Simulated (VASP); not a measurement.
Input of a VASP 6.6.1 run:

Contents of INCAR:

```
SYSTEM = Sb
PREC = Accurate ; ENCUT = 520
EDIFF = 1E-7 ; ISMEAR = 0
SIGMA = 0.1 ; LREAL = .False.
LASPH = .True. ; NELM = 100
ALGO = Fast ; ISIF = 2
LWAVE = .False. ; LCHARG = .False.
GGA = PS ; NBANDS = 18
```

Contents of KPOINTS:

```
regular mesh
0
Gamma
  14 14 6
  0 0 0
```

File POSCAR:

```
Sb
1.0
    2.6444345684     -1.8712316288      0.0000000000
    2.6444345684      1.8712316288      0.0000000000
    0.0000000000      0.0000000000     10.4776173131
Sb
4
Direct
    0.7499985189      0.2500014811      0.1250034192
    0.7500014811      0.2499985189      0.6250034192
    0.2500014811      0.7499985189      0.8749965808
    0.2499985189      0.7500014811      0.3749965808
```

Potentials or basis: VASP PAW PBE potentials, release 64 (Sb).

The run is started by

```console
$ cat potpaw_PBE.64/Sb/POTCAR > POTCAR
$ mpirun -np 1 vasp_std > vasp.out
```

(1) Estimate the pressure.

(2) What does it give for the band gap on the k mesh?

Results:

(1) 0.0 GPa.

(2) none (metal or under the smearing width).

Caveat: the PAW data sets were made with another functional, which shifts forces and pressure a little.
